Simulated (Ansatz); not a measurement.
**Two Ansatz runs on LiCl**

The cell was built from the rocksalt type and relaxed in the same program; it needn't be a known or the stable phase. The listed cell was then made from it by scaling, straining or moving an atom.

First run: DFT, LDA, PAW with Ansatz's default frozen-core files, scalar-relativistic (Ansatz 0.2.0).

Command: `ansatz run input.yaml --threads 1 --pin off --max-ram 2048MiB --backend cpu --events-out ev --progress --plain --runs-dir out` The run took 4 s on 1 thread of AMD EPYC 7R43 64-Core Processor (Zen 3), on a shared host, peak memory 0.38 GiB.

```yaml
crystal:
  lattice:
    - [0.0, 2.5400472488, 2.5400472488]
    - [2.5400472488, 0.0, 2.5400472488]
    - [2.5400472488, 2.5400472488, 0.0]
  atoms:
    - { symbol: Li, position: [0.0, 0.0, 0.0] }
    - { symbol: Cl, position: [0.5, 0.5, 0.5] }
kpoints:
  mp_grid: { grid: [14, 14, 14] }
scf:
  occupations: { method: fermi_dirac, width: 0.05 }
hamiltonian:
  xc: lda
  pseudopotentials: { kind: paw }
output:
  forces: true
  stress: true
  eigenvalues: true
  efg: { contact_densities: true }
```

Result: converged; pressure -2.43 GPa; gap on the k mesh 6.15 eV; 6 SCF iterations.

The input is then changed:

```diff
@@ -8,5 +8,5 @@
     - { symbol: Cl, position: [0.5, 0.5, 0.5] }
 kpoints:
-  mp_grid: { grid: [14, 14, 14] }
+  mp_grid: { grid: [5, 5, 5] }
 scf:
   occupations: { method: fermi_dirac, width: 0.05 }
@@ -19,3 +19,7 @@
   eigenvalues: true
   efg: { contact_densities: true }
+  write_density: true
+  write_potential: true
+  elf: true
+  volumetric_format: npy
```

Task: Predict the outcome of the changed run.

Result: It converged; energy at zero smearing +0.7 meV/atom from the first run; pressure -2.40 GPa; gap on the k mesh 6.16 eV (the mesh can miss the band edges); 6 SCF iterations. Some of these settings are too coarse for converged properties.
